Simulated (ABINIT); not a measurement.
# Zn (Im-3m) in ABINIT: reference runs

Aim: a first look at Zn with PBE, on the cell as given and on a disturbed one.

Program: ABINIT 10.8.3 (patched build). These are calculated values, not measurements. Logs are shortened: lines on timing, memory, paths and dates and some standing lists are left out, and cuts for length are marked. The log counts tension as positive stress, the text compression.

### Step 1. The crystal as given

It takes space group Im-3m (No. 229, cubic). The conventional cell has a = 3.138 Å, b = 3.138 Å, c = 3.138 Å, α = 90.00°, β = 90.00°, γ = 90.00°. Around Zn (site symmetry m-3m) lie 8 Zn at 2.72 Å.

This isn't the form of Zn at room conditions, which is hcp.

### Step 2. Single point, PBE

File run.abi:

```
pp_dirpath "./"
pseudos "Zn.GGA_PBE-JTH.xml"

structure "poscar:POSCAR"
natom 1

ecut 22.0
pawecutdg 44.0

kptopt 1
ngkpt 12 12 12
nshiftk 1
shiftk 0.0 0.0 0.0

ixc 11

nband 10
occopt 3
tsmear 0.00183747

nstep 100
tolvrs 1.0e-9

iomode 3
prtwf 0
prtden 0
prteig 0
prtebands 0
```

File POSCAR:

```
Zn
1.0
   -1.5690370000      1.5690370000      1.5690370000
    1.5690370000     -1.5690370000      1.5690370000
    1.5690370000      1.5690370000     -1.5690370000
Zn
1
Direct
    0.0000000000      0.0000000000      0.0000000000  Zn
```

Potentials or basis: JTH PAW PBE v2.0.

Launch:

```console
$ abinit run.abi > log 2>&1
```

run.abo:

```text
.Version 10.8.3 of ABINIT
 Symmetries : space group Im -3 m (#229); Bravais cI (body-center cubic)
================================================================================
 Values of the parameters that define the memory need of the present run
     intxc =       0    ionmov =       0      iscf =      17    lmnmax =      18
     lnmax =       6     mgfft =      24  mpssoang =       3    mqgrid =    3001
     natom =       1  nloc_mem =       2    nspden =       1   nspinor =       1
    nsppol =       1      nsym =      48    n1xccc =       1    ntypat =       1
    occopt =       3   xclevel =       2
       mpw =         533          nfft =       13824          nkpt =          72
 PAW method is used; the additional fine FFT grid is defined by:
   mgfftf=        32    nfftf =     32768
================================================================================
================================================================================

--------------------------------------------------------------------------------
------------- Echo of variables that govern the present computation ------------
--------------------------------------------------------------------------------
 -outvars: echo values of preprocessed input variables --------
            acell      1.0000000000E+00  1.0000000000E+00  1.0000000000E+00 Bohr
              amu      6.53900000E+01
             ecut      2.20000000E+01 Hartree
                       outvar_i_n : Printing only first  50 k-points.
              ixc          11
                       outvar_i_n : Printing only first  50 k-points.
         kptrlatt       12    0    0      0   12    0      0    0   12
          kptrlen      6.16274114E+01
            natom           1
            nband          10
            ngfft          24      24      24
          ngfftdg          32      32      32
             nkpt          72
            nstep         100
             nsym          48
           ntypat           1
                       prtocc : prtvol=0, do not print more k-points.
           occopt           3
        pawecutdg      4.40000000E+01 Hartree
         pawxcdev           0
           prtden           0
        prtebands           0
           prteig           0
            prtwf           0
            rprim     -2.9650502114E+00  2.9650502114E+00  2.9650502114E+00
                       2.9650502114E+00 -2.9650502114E+00  2.9650502114E+00
                       2.9650502114E+00  2.9650502114E+00 -2.9650502114E+00
          spgroup         229
           tolvrs      1.00000000E-09
           tsmear      1.83747000E-03 Hartree
            typat      1
           useylm           1
                       outvars : Printing only first  50 k-points.
            znucl       30.00000

================================================================================

 chkinp: Checking input parameters for consistency.

================================================================================
== DATASET  1 ==================================================================

--- !DatasetInfo
iteration_state: {dtset: 1, }
dimensions: {natom: 1, nkpt: 72, mband: 10, nsppol: 1, nspinor: 1, nspden: 1, mpw: 533, }
cutoff_energies: {ecut:  22.0, pawecutdg:  44.0, }
electrons: {nelect:   1.20000000E+01, charge:   0.00000000E+00, occopt:   3.00000000E+00, tsmear:   1.83747000E-03, }
meta: {optdriver: 0, ionmov: 0, optcell: 0, iscf: 17, paral_kgb: 0, }
...

 Exchange-correlation functional for the present dataset will be:
  GGA: Perdew-Burke-Ernzerhof functional - ixc=11
  J.P.Perdew, K.Burke, M.Ernzerhof, PRL 77, 3865 (1996)

 Real(R)+Recip(G) space primitive vectors, cartesian coordinates (Bohr,Bohr^-1):
 R(1)= -2.9650502  2.9650502  2.9650502  G(1)=  0.0000000  0.1686312  0.1686312
 R(2)=  2.9650502 -2.9650502  2.9650502  G(2)=  0.1686312  0.0000000  0.1686312
 R(3)=  2.9650502  2.9650502 -2.9650502  G(3)=  0.1686312  0.1686312  0.0000000
 Unit cell volume ucvol=  1.0426923E+02 bohr^3
 Angles (23,13,12)=  1.09471221E+02  1.09471221E+02  1.09471221E+02 degrees

 Coarse grid specifications (used for wave-functions):

 getcut: wavevector=  0.0000  0.0000  0.0000  ngfft=  24  24  24
         ecut(hartree)=     22.000   => boxcut(ratio)=   2.21331

 getcut : COMMENT -
  Note that boxcut > 2.2 ; recall that boxcut=Gcut(box)/Gcut(sphere) = 2
  is sufficient for exact treatment of convolution.
  Such a large boxcut is a waste : you could raise ecut
  e.g. ecut=   26.943058 Hartrees makes boxcut=2

 Fine grid specifications (used for densities):

 getcut: wavevector=  0.0000  0.0000  0.0000  ngfft=  32  32  32
         ecut(hartree)=     44.000   => boxcut(ratio)=   2.08876

--- Pseudopotential description ------------------------------------------------
- pspini: atom type   1  psp file is ./Zn.GGA_PBE-JTH.xml
 Pseudopotential format is: paw10
 basis_size (lnmax)=  6 (lmn_size= 18), orbitals=   0   0   1   1   2   2
 Spheres core radius: rc_sph= 2.30769763
 Shapefunction is SIN type: shapef(r)=[sin(pi*r/rshp)/(pi*r/rshp)]**2
 Radius for shape functions =  1.80965103
 Compensation charge density is not taken into account in XC energy/potential

   9.89486173E+01                                ecore*ucvol(ha*bohr**3)
--------------------------------------------------------------------------------

[... 7 lines left out ...]

     iter   Etot(hartree)      deltaE(h)  residm     nres2
 ETOT  1  -64.074077358305    -6.407E+01 7.331E+00 1.432E+00
 ETOT  2  -64.308319375503    -2.342E-01 4.402E-01 1.729E-01
 ETOT  3  -64.308316779880     2.596E-06 6.329E-02 9.775E-02
 ETOT  4  -64.308047865515     2.689E-04 3.876E-02 8.739E-03
 ETOT  5  -64.308105888639    -5.802E-05 3.789E-02 2.664E-03
 ETOT  6  -64.308140876015    -3.499E-05 1.402E-01 4.851E-04
 ETOT  7  -64.308149071441    -8.195E-06 8.711E-03 7.400E-04
 ETOT  8  -64.308149775439    -7.040E-07 4.550E-03 3.247E-05
 ETOT  9  -64.308153541104    -3.766E-06 7.697E-03 2.296E-06
 ETOT 10  -64.308153507014     3.409E-08 3.064E-03 2.160E-05
 ETOT 11  -64.308153619492    -1.125E-07 4.716E-03 8.614E-06
 ETOT 12  -64.308153616271     3.221E-09 1.663E-03 9.140E-07
 ETOT 13  -64.308153640163    -2.389E-08 2.323E-03 5.281E-06
 ETOT 14  -64.308153644746    -4.583E-09 9.137E-04 4.456E-06
 ETOT 15  -64.308153643973     7.725E-10 1.852E-03 7.343E-06
 ETOT 16  -64.308153634693     9.280E-09 9.143E-04 2.624E-06
 ETOT 17  -64.308153628988     5.705E-09 1.698E-03 3.761E-08
 ETOT 18  -64.308153629518    -5.302E-10 8.368E-04 1.225E-08
 ETOT 19  -64.308153629501     1.727E-11 1.453E-03 8.828E-10

 At SCF step   19       nres2   =  8.83E-10 < tolvrs=  1.00E-09 =>converged.

 Cartesian components of stress tensor (hartree/bohr^3)
  sigma(1 1)=  2.12622236E-05  sigma(3 2)=  0.00000000E+00
  sigma(2 2)=  2.12622236E-05  sigma(3 1)=  0.00000000E+00
  sigma(3 3)=  2.12622236E-05  sigma(2 1)=  0.00000000E+00

--- !ResultsGS
iteration_state: {dtset: 1, }
comment   : Summary of ground state results
lattice_vectors:
- [ -2.9650502,   2.9650502,   2.9650502, ]
- [  2.9650502,  -2.9650502,   2.9650502, ]
- [  2.9650502,   2.9650502,  -2.9650502, ]
lattice_lengths: [   5.13562,    5.13562,    5.13562, ]
lattice_angles: [109.471, 109.471, 109.471, ] # degrees, (23, 13, 12)
lattice_volume:   1.0426923E+02
convergence: {deltae:  1.727E-11, res2:  8.828E-10, residm:  1.453E-03, diffor: null, }
etotal    :  -6.43081536E+01
entropy   :   0.00000000E+00
fermie    :   3.79397753E-01
cartesian_stress_tensor: # hartree/bohr^3
- [  2.12622236E-05,   0.00000000E+00,   0.00000000E+00, ]
- [  0.00000000E+00,   2.12622236E-05,   0.00000000E+00, ]
- [  0.00000000E+00,   0.00000000E+00,   2.12622236E-05, ]
pressure_GPa:  -6.2556E-01
xred      :
- [  0.0000E+00,   0.0000E+00,   0.0000E+00, Zn]
cartesian_forces: # hartree/bohr
- [ -0.00000000E+00,  -0.00000000E+00,  -0.00000000E+00, ]
force_length_stats: {min:   0.00000000E+00, max:   0.00000000E+00, mean:   0.00000000E+00, }
...

 Integrated electronic density in atomic spheres:
 ------------------------------------------------
 Atom  Sphere_radius  Integrated_density
    1        2.30770         10.73896401

================================================================================

 ----iterations are completed or convergence reached----

 Mean square residual over all n,k,spin=   37.387E-07; max=  14.529E-04
 reduced coordinates (array xred) for    1 atoms
       0.000000000000      0.000000000000      0.000000000000
 rms dE/dt=  0.0000E+00; max dE/dt=  0.0000E+00; dE/dt below (all hartree)
    1       0.000000000000      0.000000000000      0.000000000000

 cartesian coordinates (angstrom) at end:
    1      0.00000000000000     0.00000000000000     0.00000000000000

 cartesian forces (hartree/bohr) at end:
    1     -0.00000000000000    -0.00000000000000    -0.00000000000000
 frms,max,avg= 0.0000000E+00 0.0000000E+00   0.000E+00  0.000E+00  0.000E+00 h/b

 cartesian forces (eV/Angstrom) at end:
    1     -0.00000000000000    -0.00000000000000    -0.00000000000000
 frms,max,avg= 0.0000000E+00 0.0000000E+00   0.000E+00  0.000E+00  0.000E+00 e/A
 length scales=  1.000000000000  1.000000000000  1.000000000000 bohr
              =  0.529177210544  0.529177210544  0.529177210544 angstroms
 Fermi (or HOMO) energy (hartree) =   0.37940   Average Vxc (hartree)=  -0.38684
 Eigenvalues (hartree) for nkpt=  72  k points:
 kpt#   1, nband= 10, wtk=  0.00058, kpt=  0.0000  0.0000  0.0000 (reduced coord)
   0.00051    0.09615    0.09615    0.09615    0.11444    0.11444    1.07502    1.07502
   1.07502    1.12971
      occupation numbers for kpt#   1
   2.00000    2.00000    2.00000    2.00000    2.00000    2.00000    0.00000    0.00000
   0.00000    0.00000
 prteigrs : prtvol=0 or 1, do not print more k-points.

--- !EnergyTerms
iteration_state     : {dtset: 1, }
comment             : Components of total free energy in Hartree
kinetic             :  6.52039430618484E+00
hartree             :  1.40057156287602E+01
xc                  : -1.76011788868472E+00
Ewald energy        : -4.41855600549020E+01
psp_core            :  9.48972400241750E-01
local_psp           : -5.60197396813798E+01
PAW spherical_terms :  1.61823303830810E+01
internal            : -6.43080049066988E+01
'-kT*entropy'       : -1.33595441934903E-04
total_energy        : -6.43081385021407E+01
total_energy_eV     : -1.74991359554179E+03
...

--- !EnergyTermsDC
iteration_state     : {dtset: 1, }
comment             : '"Double-counting" decomposition of free energy'
band_energy         :  1.48698811664498E+00
Ewald energy        : -4.41855600549020E+01
psp_core            :  9.48972400241750E-01
xc_dc               : -1.36225479623973E+01
PAW spherical_terms : -8.93587253364644E+00
internal            : -6.43080200340590E+01
'-kT*entropy'       : -1.33595441934903E-04
total_energy_dc     : -6.43081536295009E+01
total_energy_dc_eV  : -1.74991400717824E+03
...

--- !EnergyTermsWithPAWCore
iteration_state     : {dtset: 1, }
comment             : 'Components of total free energy, including PAW core contributions'
Total energy        : -1.79605598300757E+03
Total energy DC     : -1.79605599813493E+03
Total energy (eV)   : -4.88731730730240E+04
Total energy DC (eV): -4.88731734846604E+04
...

 Cartesian components of stress tensor (hartree/bohr^3)
  sigma(1 1)=  2.12622236E-05  sigma(3 2)=  0.00000000E+00
  sigma(2 2)=  2.12622236E-05  sigma(3 1)=  0.00000000E+00
  sigma(3 3)=  2.12622236E-05  sigma(2 1)=  0.00000000E+00

-Cartesian components of stress tensor (GPa)         [Pressure= -6.2556E-01 GPa]
- sigma(1 1)=  6.25556217E-01  sigma(3 2)=  0.00000000E+00
- sigma(2 2)=  6.25556217E-01  sigma(3 1)=  0.00000000E+00
- sigma(3 3)=  6.25556217E-01  sigma(2 1)=  0.00000000E+00

== END DATASET(S) ==============================================================
================================================================================

 -outvars: echo values of variables after computation  --------
            acell      1.0000000000E+00  1.0000000000E+00  1.0000000000E+00 Bohr
           etotal     -6.4308153630E+01
            fcart     -0.0000000000E+00 -0.0000000000E+00 -0.0000000000E+00
            rprim     -2.9650502114E+00  2.9650502114E+00  2.9650502114E+00
                       2.9650502114E+00 -2.9650502114E+00  2.9650502114E+00
                       2.9650502114E+00  2.9650502114E+00 -2.9650502114E+00
           strten      2.1262223639E-05  2.1262223639E-05  2.1262223639E-05
                       0.0000000000E+00  0.0000000000E+00  0.0000000000E+00
 Calculation completed.
```

It took 15 s on 1 thread of AMD EPYC 7R13 (Zen 3), shared host; peak memory 0.1 GiB.

What came out:

```
Free energy                                           : -1749.9140 eV
Pressure                                              : -0.6 GPa
Band gap on the k mesh                                : none (metal or under the smearing width)
Valence electrons inside the program's atomic spheres : Zn 10.74 (radii [1.2212] Å)
```

Levels at points of the mesh, in eV from the Fermi level:
```csv
k point,band 3,band 4,band 5,band 6,band 7,band 8,band 9,band 10
"(0.00, 0.00, 0.00)",-7.71,-7.71,-7.21,-7.21,18.93,18.93,18.93,20.42
"(0.50, 0.00, 0.00)",-7.24,-7.18,-6.88,-2.62,-0.96,11.25,12.59,15.18
"(0.50, 0.50, 0.50)",-6.96,-6.96,-6.96,4.19,4.19,4.19,7.45,8.54
```

### Step 3. Single point, PBE

File run.py:

```python
import json, os
import numpy as np
from ase.units import GPa
from ase.calculators.abinit import Abinit, AbinitProfile
from ase.io import read

atoms = read('POSCAR')

profile = AbinitProfile(command='abinit', pp_paths=[os.path.abspath('pseudos')])
params = dict(
    pps='pawxml', xc='PBE',
    ecut=598.6505,
    pawecutdg=1197.301,
    kptopt=1,
    ngkpt=[12, 12, 12],
    nshiftk=1,
    shiftk=[0.0, 0.0, 0.0],
    ixc=11,
    nband=10,
    occopt=3,
    tsmear=0.05,
    nstep=100,
    tolvrs=1e-09,
    prtwf=0,
    prtden=0,
)

atoms.calc = Abinit(profile=profile, directory='run', **params)
energy = atoms.get_potential_energy()
forces = atoms.get_forces()
stress = atoms.get_stress()
print(f'energy {energy:.6f} eV')
print('forces (eV/A)')
print(np.round(forces, 5))
print('stress (GPa, Voigt, tension positive)', np.round(stress / GPa, 4))
json.dump(dict(energy=energy, forces=forces.tolist(), stress=stress.tolist(), cell=atoms.cell.tolist(), frac=atoms.get_scaled_positions(wrap=False).tolist()), open('results.json', 'w'))
```

Changes to POSCAR since step 2:

```diff
@@ -8,2 +8,2 @@
 Direct
-    0.0000000000      0.0000000000      0.0000000000  Zn
+    0.0000000000      0.0000000000      0.0000000000
```

Potentials or basis: JTH PAW PBE v2.0.

Launch:

```console
$ python run.py
```

Output:

```text
energy -1749.913596 eV
forces (eV/A)
[[-0. -0. -0.]]
stress (GPa, Voigt, tension positive) [0.6256 0.6256 0.6256 0.     0.     0.    ]
```

abinit.in:

```text
ecut 598.6505 eV
ixc 11
kptopt 1
natom 1
nband 10
ngkpt
12 12 12
nshiftk 1
nsppol 1
nstep 100
occopt 3
pawecutdg 1197.301 eV
prtden 0
prtwf 0
shiftk
0.0 0.0 0.0
tolvrs 1e-09
tsmear 0.05 eV
#Definition of the unit cell
acell
1.00000000000000 1.00000000000000 1.00000000000000 Angstrom
rprim
-1.56903700000000 1.56903700000000 1.56903700000000
1.56903700000000 -1.56903700000000 1.56903700000000
1.56903700000000 1.56903700000000 -1.56903700000000
chkprim 0 # Allow non-primitive cells
#Definition of the atom types
ntypat 1
znucl 30
#Enumerate different atomic species
typat
 1
pseudos "./pseudos/Zn.GGA_PBE-JTH.xml"
#Definition of the atoms
xcart
0.00000000000000 0.00000000000000 0.00000000000000
chkexit 1 # abinit.exit file in the running directory terminates after the current SCF
```

abinit.abo:

```text
.Version 10.8.3 of ABINIT
 Symmetries : space group Im -3 m (#229); Bravais cI (body-center cubic)
================================================================================
 Values of the parameters that define the memory need of the present run
     intxc =       0    ionmov =       0      iscf =      17    lmnmax =      18
[... 257 lines left out ...]
            fcart     -0.0000000000E+00 -0.0000000000E+00 -0.0000000000E+00
            rprim     -1.5690370000E+00  1.5690370000E+00  1.5690370000E+00
                       1.5690370000E+00 -1.5690370000E+00  1.5690370000E+00
                       1.5690370000E+00  1.5690370000E+00 -1.5690370000E+00
           strten      2.1262205246E-05  2.1262205246E-05  2.1262205246E-05
                       0.0000000000E+00  0.0000000000E+00  0.0000000000E+00
 Calculation completed.
```

Wall time 16 s (1 thread of AMD EPYC 7R13 (Zen 3), shared host); peak memory 0.1 GiB.

Results:

```
Free energy                                           : -1749.9140 eV
Pressure                                              : -0.6 GPa
Band gap on the k mesh                                : none (metal or under the smearing width)
Valence electrons inside the program's atomic spheres : Zn 10.74 (radii [1.2212] Å)
```

(Continued in part 2 of 2.)
